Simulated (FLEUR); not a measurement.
**PtS2 in FLEUR: convergence with k mesh**

Input of the first run (k mesh 2 × 2 × 1); the others differ in this setting and in those tied to it:

inp.xml

```xml
<?xml version="1.0" encoding="UTF-8" standalone="no"?>
<fleurInput fleurInputVersion="0.39">
   <comment>
      PtS2                                                                                                
   </comment>
   <calculationSetup>
      <cutoffs Kmax="5.94" Gmax="18.4" GmaxXC="18.4" numbands="0"/>
      <scfLoop itmax="60" minDistance="0.00001" maxIterBroyd="15" imix="Anderson" alpha="0.05" precondParam="0.0" spinf="2.0" sdNocoIR="T"/>
      <coreElectrons ctail="T" frcor="F" kcrel="0" coretail_lmax="0"/>
      <xcFunctional name="vwn" relativisticCorrections="F"/>
      <magnetism jspins="1"/>
      <soc l_soc="F" theta="0.0" phi="0.0" spav="F"/>
      <expertModes spex="0" secvar="F"/>
      <geometryOptimization l_f="T" forcealpha="1.0" forcemix="BFGS" epsdisp="0.0005" epsforce="0.0002"/>
      <ldaU l_linMix="F" mixParam="0.05" spinf="1.0"/>
   </calculationSetup>
   <cell>
      <bzIntegration valenceElectrons="30.0" mode="hist" fermiSmearingEnergy="0.00183747">
         <kPointListSelection listName="default-1"/>
         <!-- k-points included here -->
         <xi:include xmlns:xi="http://www.w3.org/2001/XInclude" href="kpts.xml"> </xi:include>
      </bzIntegration>
      <!-- symmetry operations included here -->
      <xi:include xmlns:xi="http://www.w3.org/2001/XInclude" href="sym.xml"> </xi:include>
      <bulkLattice scale="1.0">
         <bravaisMatrix>
            <row-1>    6.6956776046827198     0.0000000000000000     0.0000000000000000</row-1>
            <row-2>   -3.3478388023413599     5.7986269012265188     0.0000000000000000</row-2>
            <row-3>    0.0000000000000000     0.0000000000000000     9.5219519966344794</row-3>
         </bravaisMatrix>
      </bulkLattice>
   </cell>
   <atomSpecies>
      <species name="Platinum (Pt)" element="Pt" atomicNumber="78">
         <mtSphere radius="2.27" gridPoints="807" logIncrement="0.017"/>
         <atomicCutoffs lmax="10" lnonsphr="10"/>
         <electronConfig flipSpins="F">
            <coreConfig>(1s1/2) (2s1/2) (2p1/2) (2p3/2) (3s1/2) (3p1/2) (3p3/2) (4s1/2) (3d3/2) (3d5/2) (4p1/2) (4p3/2) (4d3/2) (4d5/2) (4f5/2) (4f7/2)</coreConfig>
            <valenceConfig>(5s1/2) (5p1/2) (5p3/2) (6s1/2) (5d3/2) (5d5/2)</valenceConfig>
            <stateOccupation state="(6s1/2)" spinUp="0.500000" spinDown="0.500000"/>
            <stateOccupation state="(5d3/2)" spinUp="1.800000" spinDown="1.800000"/>
            <stateOccupation state="(5d5/2)" spinUp="2.700000" spinDown="2.700000"/>
         </electronConfig>
         <energyParameters s="6" p="6" d="5" f="5"/>
         <lo type="SCLO" l="0" n="5" eDeriv="0"/>
         <lo type="SCLO" l="1" n="5" eDeriv="0"/>
         <lo type="SCLO" l="1" n="5" eDeriv="1"/>
         <lo type="SCLO" l="2" n="5" eDeriv="2"/>
         <lo type="SCLO" l="3" n="5" eDeriv="2"/>
      </species>
      <species name="Sulfur (S)" element="S" atomicNumber="16">
         <mtSphere radius="1.65" gridPoints="549" logIncrement="0.021"/>
         <atomicCutoffs lmax="8" lnonsphr="8"/>
         <electronConfig flipSpins="F">
            <coreConfig>(1s1/2) (2s1/2) (2p1/2) (2p3/2)</coreConfig>
            <valenceConfig>(3s1/2) (3p1/2) (3p3/2)</valenceConfig>
            <stateOccupation state="(3p1/2)" spinUp="0.666667" spinDown="0.666667"/>
            <stateOccupation state="(3p3/2)" spinUp="1.333333" spinDown="1.333333"/>
         </electronConfig>
         <energyParameters s="3" p="3" d="3" f="4"/>
         <lo type="SCLO" l="0" n="3" eDeriv="2"/>
         <lo type="SCLO" l="1" n="3" eDeriv="2"/>
         <lo type="SCLO" l="2" n="3" eDeriv="2"/>
         <lo type="SCLO" l="3" n="4" eDeriv="2"/>
      </species>
   </atomSpecies>
   <atomGroups>
      <atomGroup species="Platinum (Pt)">
         <relPos label="                   1">.0000000000 .0000000000 .0000000000</relPos>
         <force calculate="T" relaxXYZ="TTT"/>
      </atomGroup>
      <atomGroup species="Sulfur (S)">
         <relPos label="                   2">-1.000/3.000 1.000/3.000 -.2270000000</relPos>
         <relPos label="                   3">1.000/3.000 -1.000/3.000 .2270000000</relPos>
         <force calculate="T" relaxXYZ="TTT"/>
      </atomGroup>
   </atomGroups>
   <output dos="F" band="F" slice="F">
      <checks vchk="F" cdinf="F"/>
      <bandDOS minEnergy="-.5*Htr" maxEnergy="0.5*Htr" sigma="0.015" storeEVData="T"/>
      <vacuumDOS vacdos="F" integ="F" star="F" nstars="0" locx1="0.0" locy1="0.0" locx2="0.0" locy2="0.0" nstm="0" tworkf="0.0"/>
      <unfoldingBand unfoldBand="F" supercellX="1" supercellY="1" supercellZ="1"/>
      <plotting iplot="0" polar="F">
         <plot TwoD="T" vec1="  1.0  0.0  0.0" vec2="  0.0  1.0  0.0" vec3="  0.0  0.0  1.0" zero="  0.0  0.0  0.0" file="plot"/>
      </plotting>
      <chargeDensitySlicing numkpt="0" minEigenval="0.0" maxEigenval="0.0" nnne="0" pallst="F"/>
      <specialOutput eonly="F"/>
      <moessbauerParams electricFieldGradient="T" isomerShift="T" coreHyperfine="T" valenceHyperfine="T"/>
      <magneticCircularDichroism mcd="F" energyLo="-10.0" energyUp="0.0"/>
   </output>
  <!-- We include the file relax.xml here to enable relaxations (see documentation) -->
  <xi:include xmlns:xi="http://www.w3.org/2001/XInclude" href="relax.xml"> <xi:fallback/> </xi:include>
</fleurInput>
```

File crystal.txt:

```
PtS2
&input cartesian=F /
3.5432000000  0.0000000000  0.0000000000
-1.7716000000  3.0685012107  0.0000000000
0.0000000000  0.0000000000  5.0388000000
1.8897261246
1.0 1.0 1.0

3
78 0.0000000000  0.0000000000  0.0000000000
16 0.6666666667  0.3333333333  0.7730000000
16 0.3333333333  0.6666666667  0.2270000000

&kpt div1=2 div2=2 div3=1 gamma=T /
```

Potentials or basis: all-electron, FLAPW.

Launch:

```console
$ inpgen -f crystal.txt -profile fastHighL
$ # inp.xml edited to the form shown
$ fleur_MPI
```

Hardware: 1 thread of Arm Neoverse V1, with other jobs on the host.

| k mesh | energy less the tightest run, at zero smearing (meV/atom) | largest force (eV/Å) | gap on the mesh (eV) | SCF cycles | CPU time (s) | peak memory (GiB) |
| --- | --- | --- | --- | --- | --- | --- |
| 2 × 2 × 1 | -358.29 | 0.663 | 1.746 | 19 | 54 | 0.14 |
| 4 × 4 × 2 | -7.79 | 0.916 | 1.092 | 18 | 170 | 0.14 |
| 5 × 5 × 3 | -1.65 | 0.838 | 1.239 | 18 | 240 | 0.14 |
| 6 × 6 × 4 | 1.08 | 0.816 | 0.855 | 18 | 440 | 0.15 |
| 8 × 8 × 4 | 0.13 | 0.809 | 0.798 | 18 | 640 | 0.15 |
| 9 × 9 × 5 | 0.00 | 0.813 | 0.904 | 18 | 940 | 0.15 |
| 11 × 11 × 6 | timed out after 1100 s | - | - | - | - | - |
| 14 × 14 × 8 | timed out after 1100 s | - | - | - | - | - |

Against the tightest run, the energy stays within 1 meV/atom from 8 × 8 × 4 on; the largest force stays within 0.005 eV/Å from 6 × 6 × 4 on. Not settled before the last step: the gap on the mesh (to 0.01 eV). Meshes of other sizes hit other points, so gaps and Fermi surfaces needn't settle smoothly. The tightest run that finished is the yardstick and may itself not be fully converged.

Caveat, for the tightest run too: core charge leaks out of the spheres, which shifts energies; spin-orbit coupling is left out, which moves the levels of the heavy elements; an odd mesh through Γ misses points on the zone boundary, where band edges often lie.
